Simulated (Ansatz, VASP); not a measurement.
**ZnO in VASP and in Ansatz**

Contents of INCAR:

```
SYSTEM = ZnO
ALGO = Normal
EDIFF = 1E-6
ENCUT = 520
GGA = PE
ISIF = 2
ISMEAR = -1
LASPH = .True.
LCHARG = .False.
LREAL = .False.
LWAVE = .False.
NBANDS = 26
NELM = 60
PREC = Accurate
SIGMA = 0.02
```

Contents of KPOINTS:

```
k-points
0
Gamma
  12 12 6
  0 0 0
```

File POSCAR:

```
ZnO
1.0
    3.2353408614      0.0000000000      0.0000000000
   -1.6176704307      2.8018873759      0.0000000000
    0.0000000000      0.0000000000      5.2109518227
Zn O
2 2
Direct
    0.3333333333      0.6666666667     -0.0023477534
    0.6666666667      0.3333333333      0.4976522466
    0.3333333333      0.6666666667      0.3773477534
    0.6666666667      0.3333333333      0.8773477534
```

Input for Ansatz:

```yaml
crystal:
  lattice:
    - [3.2353408614, 0.0, 0.0]
    - [-1.6176704307, 2.8018873759, 0.0]
    - [0.0, 0.0, 5.2109518227]
  atoms:
    - { symbol: Zn, position: [0.3333333333, 0.6666666667, -0.0023477534] }
    - { symbol: Zn, position: [0.6666666667, 0.3333333333, 0.4976522466] }
    - { symbol: O, position: [0.3333333333, 0.6666666667, 0.3773477534] }
    - { symbol: O, position: [0.6666666667, 0.3333333333, 0.8773477534] }
kpoints:
  mp_grid: { grid: [12, 12, 6] }
  band_path:
    path:
      - [0.0, 0.0, 0.0]
      - [0.5, 0.0, 0.0]
      - [0.3333333333, 0.3333333333, 0.0]
      - [0.0, 0.0, 0.5]
      - [0.5, 0.0, 0.5]
      - [0.3333333333, 0.3333333333, 0.5]
    npoints: 1
hamiltonian:
  xc: pbe
scf:
  occupations: { method: fermi_dirac, width: 0.02 }
  n_extra_bands: 5
output:
  forces: true
  stress: true
  eigenvalues: true
```

The cell was built by a generator and needn't be a form met in nature.

Alike in both runs: task single point; functional PBE; k mesh 12 × 12 × 6; occupations fermi-dirac, width 0.02 eV; no spin polarisation.

```csv
,VASP,Ansatz
version,VASP 6.6.1,Ansatz 0.2.0
potentials or method,"VASP PAW PBE potentials, release 64 (Zn, O)","plane waves, PAW"
plane-wave cutoff (eV),520,420
valence electrons in the cell,36,36
```

Ansatz gave:

```
gap on the k mesh at the Fermi level (eV)       : 0.81
pressure (GPa)                                  : 6.1
largest component of the traceless stress (GPa) : 0.10
```

Which values does VASP return?

gap on the k mesh at the Fermi level (eV): 0.79; pressure (GPa): 7.2; largest component of the traceless stress (GPa): 0.08.

PBE gaps usually lie below the measured ones, often by a third to a half.
